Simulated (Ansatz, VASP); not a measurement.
# CuAu in VASP and in Ansatz

```
Cu Au
1.0
     2.78121    0.00000    0.00000
     0.00000    2.78121    0.00000
     0.00000    0.00000    3.64537
Cu Au
1 1
Direct
  0.50000 0.50000 0.50000
  0.00000 0.00000 0.00000
```

Change from the starting cell: volume scaled by 0.98.

Alike in both runs: task single point; functional PBE; k mesh 13 × 13 × 10; occupations fermi-dirac, width 0.05 eV; no spin polarisation.

|  | VASP | Ansatz |
| --- | --- | --- |
| version | VASP 6.6.1 | Ansatz 0.2.0 |
| potentials or method | VASP PAW PBE potentials, release 64 (Cu, Au), cutoff 520 eV | all-electron LAPW, scalar-relativistic |

|  | VASP | Ansatz | Ansatz less VASP |
| --- | --- | --- | --- |
| pressure (GPa) | 10.4 | 10.4 | +0.01 |
| largest component of the traceless stress (GPa) | 0.01 | 0.08 | +0.076 |

Ansatz ran all-electron here, so the differences hold the error of VASP's frozen core and of both bases.

The runs have no spin-orbit coupling, so splittings on Au are missing.
